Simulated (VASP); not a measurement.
# A VASP 6.6.1 single-point calculation on MgO

INCAR

```
ALGO = Normal
PREC = Accurate
LCHARG = .FALSE.
LASPH = .TRUE.
ENCUT = 520
NELM = 90
IBRION = -1
NSW = 0
LREAL = .FALSE.
EDIFF = 0.001
ISMEAR = 0
ISIF = 2
NBANDS = 11
LWAVE = .FALSE.
SIGMA = 0.01
METAGGA = R2SCAN
```

KPOINTS

```
KPOINTS created by Atomic Simulation Environment
0
Gamma
10 10 10
0 0 0
```

POSCAR

```
Mg O
 1.0000000000000000
     0.0000000000000000    2.1862541120999999    2.1862541120999999
     2.1862541120999999    0.0000000000000000    2.1862541120999999
     2.1862541120999999    2.1862541120999999    0.0000000000000000
 Mg  O
   1   1
Cartesian
  0.0000000000000000  0.0000000000000000  0.0000000000000000
  2.1862541121000003  2.1862541121000003  2.1862541121000003
```

The recommended PBE PAW datasets give the neutral cell 8 valence electrons.

Command

```
mpirun -np 1 vasp_std
```

OSZICAR

```
N       E                     dE             d eps       ncg     rms          rms(c)
DAV:   1     0.941814388407E+01    0.94181E+01   -0.45856E+03  1162   0.655E+02
DAV:   2    -0.191048670406E+02   -0.28523E+02   -0.27155E+02  1203   0.138E+02
DAV:   3    -0.198078960762E+02   -0.70303E+00   -0.70240E+00  1258   0.190E+01
DAV:   4    -0.198097510458E+02   -0.18550E-02   -0.18549E-02  1118   0.114E+00
DAV:   5    -0.198097579517E+02   -0.69058E-05   -0.69057E-05   950   0.706E-02    0.675E+00
DAV:   6    -0.159253604609E+02    0.38844E+01   -0.60933E+00  1079   0.128E+01    0.198E+00
DAV:   7    -0.160143350538E+02   -0.88975E-01   -0.16295E-01  1166   0.298E+00    0.145E+00
DAV:   8    -0.160278228755E+02   -0.13488E-01   -0.62976E-02  1079   0.253E+00    0.503E-01
DAV:   9    -0.160250512559E+02    0.27716E-02   -0.81320E-03  1085   0.595E-01    0.152E-01
DAV:  10    -0.160249647032E+02    0.86553E-04   -0.90825E-04   538   0.219E-01
   1 F= -.16024965E+02 E0= -.16024965E+02  d E =-.298151E-42
```

Standard output (part)

```
POSCAR found type information on POSCAR MgO
 POSCAR found :  2 types and       2 ions
 LDA part: xc-table for (None), standard interpolation
 POSCAR, INCAR and KPOINTS ok, starting setup
 WAVECAR not read
 entering main loop
```

From OUTCAR

```
k-points           NKPTS =     47   k-points in BZ     NKDIM =     47   number of bands    NBANDS=     11

   NELECT =       8.0000    total number of electrons

   dimension x,y,z NGX =    24 NGY =   24 NGZ =   24
   dimension x,y,z NGXF=    48 NGYF=   48 NGZF=   48

  energy-cutoff  :      520.00
  volume of cell :       20.90
      direct lattice vectors                 reciprocal lattice vectors
     0.000000000  2.186254112  2.186254112    -0.228701685  0.228701685  0.228701685
     2.186254112  0.000000000  2.186254112     0.228701685 -0.228701685  0.228701685
     2.186254112  2.186254112  0.000000000     0.228701685  0.228701685 -0.228701685

 k-points in reciprocal lattice and weights: KPOINTS created by Atomic Simulation Env
   0.00000000  0.00000000  0.00000000       0.001
   0.10000000  0.00000000  0.00000000       0.008
   0.20000000  0.00000000  0.00000000       0.008
   0.30000000  0.00000000  0.00000000       0.008
   0.40000000  0.00000000  0.00000000       0.008
   0.50000000  0.00000000  0.00000000       0.004
   0.10000000  0.10000000  0.00000000       0.006
   0.20000000  0.10000000  0.00000000       0.024
   ...

 E-fermi :   2.0949

 k-point     1 :       0.0000    0.0000    0.0000
  band No.  band energies     occupation
      1     -15.6669      2.00000
      2       2.0016      2.00000
      3       2.0016      2.00000
      4       2.0017      2.00000
      5       6.5465      0.00000
      6      18.1678      0.00000
      7      18.1678      0.00000
      8      18.1678      0.00000
      9      21.9996      0.00000
     10      23.6560      0.00000
     11      23.6560      0.00000

 k-point     2 :       0.1000    0.0000    0.0000
  band No.  band energies     occupation
      1     -15.5827      2.00000
      2       1.4008      2.00000
      3       1.9446      2.00000
      4       1.9446      2.00000
      5       7.1643      0.00000
      6      16.9517      0.00000
      7      18.3777      0.00000
      8      18.3777      0.00000
      9      22.7670      0.00000
     10      22.7671      0.00000
     11      23.4743      0.00000

 k-point     3 :       0.2000    0.0000    0.0000
  band No.  band energies     occupation
      1     -15.3530      2.00000
      2       0.1969      2.00000
      3       1.7995      2.00000
      4       1.7995      2.00000
      5       8.3775      0.00000
      6      15.4104      0.00000
      7      18.7492      0.00000
      8      18.7493      0.00000
      9      22.0541      0.00000
     10      22.0542      0.00000
     11      23.9059      0.00000

 k-point     4 :       0.3000    0.0000    0.0000
  band No.  band energies     occupation
      1     -15.0486      2.00000
      2      -0.9836      2.00000
      3       1.6279      2.00000
      4       1.6279      2.00000
      5       9.4304      0.00000
      6      14.5605      0.00000
      7      18.6966      0.00000
      8      18.6967      0.00000
      9      22.5581      0.00000
     10      22.5583      0.00000
     11      23.3048      0.00000

 k-point     5 :       0.4000    0.0000    0.0000
  band No.  band energies     occupation
      1     -14.7826      2.00000
      2      -1.8270      2.00000
      3       1.4948      2.00000
      4       1.4948      2.00000
      5       9.9568      0.00000
      6      14.4265      0.00000
      7      18.3956      0.00000
      8      18.3958      0.00000
      9      22.8359      0.00000
     10      23.8024      0.00000
     11      23.8026      0.00000

 ...

  Total       -2.1424825     -2.1424825     -2.1424825     -0.0000000     -0.0000000      0.0000000
  in kB     -164.2464340   -164.2464340   -164.2464340     -0.0000000     -0.0000000      0.0000000
  external PRESSURE =    -164.2464340 kB  Pullay stress =       0.0000000 kB

 POSITION                                       TOTAL-FORCE (eV/Angst)
 -----------------------------------------------------------------------------------
      0.00000      0.00000      0.00000         0.000000      0.000000     -0.000000
      2.18625      2.18625      2.18625         0.000000     -0.000000      0.000000
 -----------------------------------------------------------------------------------
    total drift:                               -0.000000     -0.000000      0.000000

  FREE ENERGIE OF THE ION-ELECTRON SYSTEM (eV)
  ---------------------------------------------------
  free  energy   TOTEN  =       -16.0249647032 eV

  energy  without entropy=      -16.0249647032  energy(sigma->0) =      -16.02496470
```

It converged. Results: gap between bands v and c on the k mesh 4.54 eV; least direct gap on the k mesh 4.54 eV; pressure -16.4 GPa. Band v is the last that the valence electrons fill when counted band by band, and c is the next.

For comparison, a separate r²SCAN run of the intended cell, on usual settings and not on those above, gives a gap of 4.55 eV on its mesh and a pressure of -16.5 GPa.

The run above took about 23 s on one core of a shared host (Intel Xeon Platinum 8488C) and held 0.15 GiB at most.
